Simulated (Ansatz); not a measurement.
**YH3O3 — O-17 nuclear quadrupole resonance**

Cell: a computed structure from the Materials Project (it need not be an observed phase).

Space group Pm (No. 6); a = 6.3669, b = 3.4844, c = 6.4628 Å, β = 118.32°.

| site | Wyckoff | site symmetry | x | y | z |
| --- | --- | --- | --- | --- | --- |
| Y1 | 1b | m | 0.3407 | 0.5000 | 0.6775 |
| Y2 | 1a | m | 0.6516 | 0.0000 | 0.3284 |
| H3 | 1b | m | 0.8466 | 0.5000 | 0.1387 |
| H4 | 1b | m | 0.2616 | 0.5000 | 0.1345 |
| H5 | 1b | m | 0.8542 | 0.5000 | 0.6944 |
| H6 | 1a | m | 0.1312 | 0.0000 | 0.8597 |
| H7 | 1a | m | 0.7297 | 0.0000 | 0.8707 |
| H8 | 1a | m | 0.1392 | 0.0000 | 0.3084 |
| O9 | 1b | m | 0.8997 | 0.5000 | 0.3069 |
| O10 | 1b | m | 0.3853 | 0.5000 | 0.0869 |
| O11 | 1b | m | 0.6819 | 0.5000 | 0.5949 |
| O12 | 1a | m | 0.0885 | 0.0000 | 0.6939 |
| O13 | 1a | m | 0.6054 | 0.0000 | 0.9177 |
| O14 | 1a | m | 0.3109 | 0.0000 | 0.4110 |

One atom of each set is listed.

Computed with Ansatz: DFT, r2SCAN, plane waves and PAW, scalar-relativistic, 500 eV cutoff, Γ-centred 4×7×4 k-points, Fermi–Dirac smearing 0.02 eV.

O-17: I = 5/2, Q = -25.58 mb (year-2017 value). Static lattice, zero field.

Question: Predict the zero-field O-17 lines of each site.

Answer: For I = 5/2 and η = 0 the lines are 3|C_Q|/20 and twice that; η pulls their ratio below 2.

```json
{"site": "O9", "atoms": "1", "V_zz (10²¹ V/m²)": "12.52", "C_Q (MHz)": "-7.74", "η": "0.05", "line frequencies (MHz)": "1.16, 2.32"}
{"site": "O10", "atoms": "1", "V_zz (10²¹ V/m²)": "12.93", "C_Q (MHz)": "-7.99", "η": "0.04", "line frequencies (MHz)": "1.20, 2.40"}
{"site": "O11", "atoms": "1", "V_zz (10²¹ V/m²)": "12.37", "C_Q (MHz)": "-7.65", "η": "0.08", "line frequencies (MHz)": "1.16, 2.29"}
{"site": "O12", "atoms": "1", "V_zz (10²¹ V/m²)": "12.65", "C_Q (MHz)": "-7.83", "η": "0.04", "line frequencies (MHz)": "1.18, 2.35"}
{"site": "O13", "atoms": "1", "V_zz (10²¹ V/m²)": "12.91", "C_Q (MHz)": "-7.98", "η": "0.02", "line frequencies (MHz)": "1.20, 2.39"}
{"site": "O14", "atoms": "1", "V_zz (10²¹ V/m²)": "12.36", "C_Q (MHz)": "-7.65", "η": "0.08", "line frequencies (MHz)": "1.15, 2.29"}
```

At O9, O10, O11, O12, O13 and O14 V_zz points along its bond to H (within 4°) in each case.

At this cell the principal stresses reach 6 GPa in size with r2SCAN, which can matter for small gradients. The largest force is 0.5 eV/Å, so the atoms aren't at the calculated equilibrium and relaxing them would move these values.

The run took 76 s of wall time (76 s of CPU time) and 0.66 GiB at its peak, on 1 thread of Arm Neoverse V2 (aarch64; 8 cores open to the job, memory cap 2.5 GiB, no GPU), a shared host with a load of 0.5 a core.
